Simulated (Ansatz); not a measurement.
TiO2 (I4/m) from a database of computed structures, relaxed with r2SCAN. It is tetragonal, I4/m (No. 87); conventional cell a = 8.697 Å, c = 3.762 Å, 11.86 Å³ an atom. Ti is surrounded by 6 O at 1.79–2.25 Å; O is surrounded by 4 Ti at 1.95–2.25 Å; O is surrounded by 2 Ti at 1.79–1.80 Å.

```
Ti O
1.0
    -4.34859    4.34859    1.88123
     4.34859   -4.34859    1.88123
     4.34859    4.34859   -1.88123
Ti O
4 8
Direct
  0.29115 0.00149 0.29264
  0.00149 0.70885 0.71033
  0.99851 0.29115 0.28967
  0.70885 0.99851 0.70736
  0.49941 0.15124 0.65065
  0.16055 0.84030 0.00085
  0.15124 0.50059 0.65184
  0.15970 0.16055 0.32025
  0.84030 0.83945 0.67975
  0.84876 0.49941 0.34816
  0.83945 0.15970 0.99915
  0.50059 0.84876 0.34935
```

The questions ask for values computed with the PAW code Ansatz on this geometry. The values are computed, spin-unpolarised, and not measurements.

Given (8×8×8 mesh): The r2SCAN gap is indirect, 2.09 eV (M to Γ), below the direct gap of 2.79 eV at M–Γ (0.90 of the way from M).

Q: Estimate the gap with PBE on 8×8×8.

A: PBE gives an indirect gap of 1.72 eV, from M to Γ; the least direct gap is 2.40 eV at M–Γ (0.90 of the way from M). The gap differs by -0.37 eV from r2SCAN's.

Q: How does the gap change from r2SCAN to HSE06 (4×4×4)?

A: The HSE06 gap is indirect, 3.11 eV (M to Γ), below the direct gap of 3.86 eV at Γ. The gap differs by +1.02 eV from r2SCAN's.

Q: What does PBE0 give for the gap (4×4×4 mesh)?

A: With PBE0 the valence top lies at M and the conduction bottom at Γ, 3.85 eV higher; the smallest vertical gap, at Γ, is 4.60 eV. The gap differs by +1.76 eV from r2SCAN's.

Q: How strongly does the crystal screen a field with clamped ions (r2SCAN)?

A: The clamped-ion dielectric constant comes out as 5.64 along x and y, 5.44 along z. Born charges, averaged over directions: Ti +5.90, O -3.14 to -2.76 e. The program notes that the ground state's band table doesn't vouch for all the bands that the response reads.

Q: Relaxed again with PBEsol, is the cell stable at the zone centre, and where do its optical modes lie?

A: The zone-centre optical frequencies run from 26 to 860 cm⁻¹, none imaginary (the rest of the zone wasn't tested). With the long-range field the highest mode reaches 1019 cm⁻¹. The program warns that the force constants, and all that is formed from them, aren't settled on this k mesh.

Q: What do these levels agree on?

A: r2SCAN covers 27 % of the step from PBE to HSE06. Among these functionals the gap stays indirect.

The meshes of the hybrids are coarse, so their gaps aren't converged to the digits shown.
